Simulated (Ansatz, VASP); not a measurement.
# Rb: VASP beside Ansatz

```
Rb
1.0
    -2.80250    2.80250    2.80250
     2.80250   -2.80250    2.80250
     2.80250    2.80250   -2.80250
Rb
1
Direct
  0.00000 0.00000 0.00000
```

Alike in both runs: functional RPBE; k mesh 7 × 7 × 7; occupations fermi-dirac, width 0.05 eV; no spin polarisation.

|  | VASP | Ansatz |
| --- | --- | --- |
| version | VASP 6.6.1 | Ansatz 0.2.0 |
| potentials or method | VASP PAW PBE potentials, release 64 (Rb_sv), cutoff 520 eV | all-electron LAPW, scalar-relativistic |
| task | single point | band structure |

|  | VASP | Ansatz | Ansatz less VASP |
| --- | --- | --- | --- |
| gap on the k mesh at the Fermi level (eV) | none | none | - |
| pressure (GPa) | 0.4 | 0.4 | 0.00 |

A gap of «none» marks a metal or a gap that the smearing closes. Ansatz ran all-electron here, so the differences hold the error of VASP's frozen core and of both bases.

Caveats: the PAW data sets were made with another functional, which shifts forces and pressure a little (VASP).
